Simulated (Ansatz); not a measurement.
## All-electron card of AgCl

```xyz
4
Lattice="1.8709 -5.5566 0.0000 1.8709 5.5566 0.0000 0.0000 0.0000 3.9240" Properties=species:S:1:pos:R:3 pbc="T T T"
Ag    1.8709    1.1496    2.9430
Ag    1.8709   -1.1496    0.9810
Cl    1.8709   -4.0613    0.9810
Cl    1.8709    4.0613    2.9430
```

Atom numbers follow the list: Ag1, Ag2, Cl3, Cl4.

The cell is the one relaxed in the Materials Project (mp-570858), not relaxed further here; entries there can be hypothetical.

Levels of theory: DFT, PBEsol, all-electron LAPW, scalar-relativistic (Ansatz 0.2.0); DFT, PBEsol, PAW with Ansatz's default frozen-core files, scalar-relativistic (Ansatz 0.2.0); DFT, PBEsol, all-electron PAW with datasets made for the crystal, scalar-relativistic (Ansatz 0.2.0).

For LAPW: a Γ-centred 9×9×8 k mesh, Fermi–Dirac smearing of 0.03 eV, basis error target 1 meV/atom, no spin polarisation. PAW takes a cutoff of 420 eV at this cell (files made with PBE, cores remade for this functional). The crystal-made all-electron datasets (AE datasets) take a cutoff of 260 eV at this cell. The Ansatz runs share mesh, smearing and spin set-up. Values come from LAPW unless marked.

Spin–orbit coupling is left out, which moves gradients at and beside heavy atoms by some per cent and at worst by a factor of two.

- Band gap: 0.31 eV, indirect from the line Σ0 (0.278, 0.278, 0)–Γ to Γ (so small a gap may close at points that the mesh and path miss)
- Largest force: 0.025 eV/Å on Cl3
- Field gradients Vzz (crystal-made datasets): Ag1 4.75 (η = 0.01), Cl3 -5.59 (η = 0.27) in 10²¹ V/m²
- Bader charges (from the PAW run): Ag1 +0.54, Cl3 -0.54 e
- Löwdin charges (with 0.19 e of the cell spilling out of the atomic basis, so their sizes and signs hang on that basis): Ag1 0.56, Cl3 -0.46 e
- Smallest direct gap on the path: 1.81 eV
- Volume per atom: 137.6 bohr³

(1) Pressure at this cell: what does the calculation give?

(2) Give the computed value. Stress xx, yy, zz (compression positive).

Results:

(1) -2.88 GPa.

(2) -3.01, -2.32, -3.32 GPa.
